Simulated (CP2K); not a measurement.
Runs of CP2K 2026.2 on Na. The structure is tetragonal, space group I4/mmm (No. 139). The conventional cell has a = 3.777 Å, b = 3.777 Å, c = 5.275 Å, α = 90.00°, β = 90.00°, γ = 90.00°. Na (site symmetry 4/mmm) is surrounded by 12 Na at 3.75 to 3.78 Å. This isn't the form of Na at room conditions, which is bcc.

| level | cutoff of the non-local correlation (Ry) | gap on the mesh (eV) | pressure (GPa) |
| --- | --- | --- | --- |
| revPBE | - | none | 0.5 |
| rev-vdW-DF2 | 300 | none | -0.2 |
| RPBE | - | none | 0.5 |
| PBEsol | - | none | -0.2 |
| HLE17 | - | none | -1.2 |
| LDA | - | none | (a) |

Alike in all rows: task single point; potentials or basis POTENTIAL_UZH Na GTH-PBE-q9; TZVP-MOLOPT-PBE-GTH basis; no spin polarisation; cell as given; k mesh 10 × 10 × 10; smearing fermi-dirac 0.05 eV.

Problem. Estimate the missing entries.

Solution. (a) -0.8.

Caveats: the potentials were made for another functional, which shifts forces and pressure; the basis of atomic orbitals isn't converged, which shifts pressures, moduli and gaps; the potentials were made for a functional far from this one (some runs).

A gap of «none» marks a metal or a gap under the smearing width.

Runs at the PBE level aren't shown here.
